The density of states tells how many electron states a crystal offers per unit of energy. Here it comes from the band energies of a periodic density-functional calculation with a semilocal functional, made with the program exciting (sodium is the name of its release, not the material), for a silicon cell of two atoms that is slightly strained and not relaxed. Both spins are counted, so each state holds one electron, and a value times the width of its energy bin, 0.67 eV, is a number of electrons per cell. The cell has eight valence electrons, and they fill everything below the zero of energy, which lies in the middle of the gap.

Density of states of a strained, unrelaxed two-atom silicon cell, computed with exciting sodium (AM05 functional, all-electron LAPW+lo, no spin polarisation or spin-orbit coupling, 7×7×7 k-mesh, Gaussian smearing of 0.0272 eV). Values are per cell, count both spins and are means over equal energy bins centred at the listed energies.

| energy from the Fermi level (eV) | density of states (states/eV) |
| --- | --- |
| -9.833 | 0.750 |
| -9.167 | 0.720 |
| -8.500 | 0.580 |
| -7.833 | 0.040 |
| -7.167 | 0.660 |
| -6.500 | 0.820 |
| -5.833 | 0.450 |
| -5.167 | 0.300 |
| -4.500 | 0.400 |
| -3.833 | 1.040 |
| -3.167 | 1.280 |
| -2.500 | 1.350 |
| -1.833 | 1.300 |
| -1.167 | 0.780 |
| -0.500 | 0.260 |
| 0.167 | 0.020 |
| 0.833 | 0.270 |
| 1.500 | 0.710 |
| 2.167 | 1.730 |
| 2.833 | 1.020 |
| 3.500 | 2.190 |
| 4.167 | 1.150 |
| 4.833 | 0.900 |
| 5.500 | 1.150 |

The filled part falls into groups: a deep dip at -7.833 eV, a shallow minimum at -5.167 eV, a broad hump above it, and almost nothing around the Fermi level. Three pictures could account for this. Each starts from a simple limit: electrons that hardly feel the atoms, atoms that hardly feel each other, or bonds that are strong compared with the coupling between them.

**From -9.833 to -7.833 eV: electrons that ignore the atoms?**

In a free-electron gas the density of states grows as the square root of the energy above the lowest level. Nothing is left to fit, because the number of electrons per volume fixes the width of the filled range. That width comes out as 12.4 eV, against 12.0 eV in the calculation. The number of states in the whole window, filled and empty together, also agrees within two per cent.

Yet the picture fails in the first rows. The square-root law rises with energy, while the table falls from 0.750 to 0.040 states/eV. At the dip the free-electron value is 0.57, far too large. The gas thus gives the right number of states over a wide range but not their places within it. The dips and humps must come from the way electron waves fit the atoms.

**The dip at -7.833 eV: the border between s and p?**

The second picture is the tempting one. A free silicon atom has two 3s electrons and, higher up, two 3p electrons. When atoms are brought together each level broadens into a band, and the deep dip looks like what remains of the space between the two. If so, two atoms should place four electrons below the dip and four above.

The table can be asked to count. Between the dip and the gap it holds 5.8 electrons, which leaves 2.2 of the eight for the states below. A second route adds the rows below the dip to a free-electron estimate for the deepest states, whose long waves feel the atoms least; it gives 1.9. The two routes differ by a third of an electron, far less than the step from two to four. The deep dip therefore separates two electrons from six, and it is not the border between the atomic shells.

**What the bonds make of it**

The third picture starts from the bonds. Two atoms with four bonds each, every bond shared by two atoms, make four bonds per cell, and two electrons in each account for all eight. A bond is not isolated, however: an electron in it can pass to any bond that shares an atom with it. This coupling spreads the bond level into four bands of two electrons each.

What matters is how the waves on the four bonds around an atom add up. If they add with the same sign, the atom sees an s-like wave; if they cancel, it sees a p-like one. Two atoms allow two s-like combinations, and the other two of the four are p-like. The s-like waves on neighbouring atoms can have equal signs, which lowers the energy, or opposite signs, which raises it. The deep dip lies between these two cases, inside the s-like set. The name s-like means here only that the waves around an atom need not cancel. The upper of the two s-like bands also holds much p character, and at its very top the s part is gone.

To make this quantitative, let $\psi$ be the amplitude on a bond between atoms A and B, and $S_A$ and $S_B$ the sums of the amplitudes on the four bonds of each atom. With a coupling $-t$ between bonds that share an atom, and energies $E$ measured from the level of a single bond,

$$E\,\psi = 2t\,\psi - t\,(S_A+S_B).$$

The term $2t\,\psi$ appears because each sum also contains the bond itself, which must be taken out again. If both sums vanish on all atoms, the energy is $2t$: this is the p-like level, with two bands. Otherwise, adding the equation over the four bonds of an atom gives

$$E = -2t \mp t\,|f|,$$

where $f$ is the sum of the four phase factors that link an atom to its neighbours, and $|f|$ runs from 0 to 4.

The lowest state, with all bonds in step, lies at $-6t$. Where the four phase factors cancel, the s-like waves on the two kinds of site no longer influence each other, and the two bands meet at $-2t$. This happens only along certain lines in the space of wave vectors, so few states lie near this energy and the density of states dips there. The meeting point is exactly halfway between the lowest state and the p-like level.

This allows an estimate without knowing $t$. The valence top lies 0.12 eV below the zero, so the lowest state is at $-0.12-12.04=-12.16$ eV. For the p-like level I take the mean energy of the upper group of filled states, -2.60 eV. The dip should then lie at

$$\frac{-12.16-2.60}{2}=-7.38\ \text{eV}.$$

The computed dip is in the bin centred at -7.833 eV, about half an electronvolt lower. No constant was fitted and the dip itself was not used, but the choice of the p-like level matters. The valence top in its place would move the prediction to -6.1 eV. The position is therefore only a rough check. The count is firmer, but it does not single out bonds either: waves built from atomic s levels alone, with equal or opposite signs on neighbouring atoms, would also leave two electrons below the dip. What the count excludes is a dip between whole atomic shells. The output printed below the text holds both tests, together with the comparison of the free-electron curve with all rows.

In the ideal crystal the two lowest bands touch, so this is a dip and not a second gap. The points where they touch are not on the mesh of this calculation. The small value of 0.040 states/eV should therefore not be read as a precise depth.

**From -7.167 to -5.167 eV: the second band**

Above the dip begins the s-like band whose waves tend to opposite signs on neighbouring atoms. In the model it mirrors the band below. The three bins on either side of the dip hold nearly equal numbers of electrons, 1.4 below and 1.3 above. The likeness does not extend to each bin: the outermost of the three has 0.750 states/eV below the dip and only 0.450 above it.

At the shallow minimum the atomic count returns, at least roughly. About 3.6 electrons lie below it and 4.4 above. A division near four and four, which the tempting picture looks for at the deep dip, thus appears only here, and this count alone does not show that it separates atomic shells. The labels s-like and p-like come from the bond argument; what the table supplies is the number of electrons.

The division is blurred because the second band does not end there. In the model it reaches up to the p-like level itself. Among the wave vectors whose band energies were looked at, a small part of the mesh, it extends at least to -0.3 eV, while the third band already starts at -4.4 eV or lower. Some electrons of the s-like set are therefore counted in the upper group.

**From -4.5 to -0.5 eV: the p-like hump**

The simple model puts both p-like bands at one energy, which would give a sharp spike. The table shows a hump instead, with its highest value, 1.350 states/eV, at -2.5 eV. Bonds that share no atom also influence each other, and this coupling, left out of the model, is expected to spread the level over several electronvolts. The model is thus good for the order of the groups and their electron counts, but not for the shape of the upper one.

**The Fermi level and the empty states**

At 0.167 eV the table has 0.020 states/eV, which could be mistaken for states inside the gap. The bin is wider than the computed gap of 0.24 eV and takes in both of its edges. The gap is there because eight electrons exactly fill the four bonding bands, and the next states are antibonding. Its size is far below the measured value of roughly 1.2 eV: semilocal functionals make this gap too small, and the strain, which splits the band edges, narrows it further.

Near the gap the density of states is low on both sides, 0.260 states/eV in the bin below and 0.270 in the bin above. A transistor channel works with these sparse states at the edges. Doping or a gate voltage moves the Fermi level towards one of them and so sets the number of carriers. The large groups deeper down hold the crystal together but carry no current, because they stay full.

The division into two and six rests on the network of four shared bonds and on a filled bonding set, not on the particular energies of silicon. It can be carried over to another crystal with the same network and the same filling, whereas the positions of the dips have to be found anew from its own energies. If the two atoms differ, as in gallium arsenide, the two lowest of these bands are expected to part where they touch in silicon, and the dip becomes a true gap between the same two and six electrons.

Printed output of the fit:

```
Width of one energy bin (eV): 0.6667
Computed valence width, lowest level to valence top (eV): 12.04
Free-electron valence width (eV): 12.4
States in the whole window, table and free-electron: 13.25, 13.46
Free-electron density of states at the deep dip, at -2.5 eV and at the gap row (states/eV): 0.5715, 0.8538, 0.9644
Rms miss of the free-electron curve over all rows (states/eV): 0.4688
Electrons between the deep dip and the gap: 5.773
Electrons below the deep dip, by difference from 8: 2.227
Electrons below the deep dip inside the window, and free-electron tail below the window: 1.38, 0.5164
Electrons below the deep dip, window plus tail: 1.896
Electrons missing from 8 when all parts are added: 0.3304
Electrons above the shallow minimum, and below it by difference from 8: 4.373, 3.627
Electrons in the three bins just below and the three just above the deep dip: 1.367, 1.287
Top of band 1, bottom of band 2, bottom of band 3, top of band 2 in 20 printed k-points (eV): -8.853, -7.138, -4.417, -0.3297
Mean energy of the upper group, taken as p-like level (eV): -2.596
Dip predicted by the bond-orbital model, and its miss from the bin centre (eV): -7.379, 0.4539
Dip predicted if the valence top is taken as p-like level (eV): -6.14
States in the bin that holds the gap: 0.01333
```
